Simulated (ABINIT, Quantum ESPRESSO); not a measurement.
Moving the pressure in Pd

The cell as given:

The structure is cubic, space group Fm-3m (No. 225). The conventional cell has a = 3.893 Å, b = 3.893 Å, c = 3.893 Å, α = 90.00°, β = 90.00°, γ = 90.00°. Pd (site symmetry m-3m) has 12 Pd at 2.75 Å as nearest neighbours.

Kept alike: task relaxation of cell and atoms; functional PBE; k mesh 12 × 12 × 12; occupations fermi-dirac, width 0.05 eV; no spin polarisation. Program: ABINIT, JTH PAW PBE v2.0, cutoff 599 eV. The mesh is that of the run's cell of 1 atom. No spin-orbit coupling.

```csv
"pressure, P (GPa)",volume (Å³/atom)
0,15.289
5,14.874
10,14.523
20,13.941
30,13.476
```

The relaxations keep at least the cell's symmetry (Fm-3m). For a metal such a mesh leaves the last digits unconverged. The runs follow the start's structure, whether or not it is the stable one at these pressures. P is the pressure aimed at, which the runs meet within some hundredths to tenths of a GPa.

The volume falls from 15.289 to 13.476 Å³/atom between 0 and 30 GPa. The volume falls ever more slowly, since the solid stiffens under load. At the pressures aimed at, which the runs meet within some tenths of a GPa, the step from 0 to 5 GPa gives a mean bulk modulus near 182 GPa, the last step 295 GPa. A twin series (Quantum ESPRESSO, SSSP 1.3 efficiency PBE) moves it by -1.8128 between 0 and 30, against -1.8130 Å³/atom here.
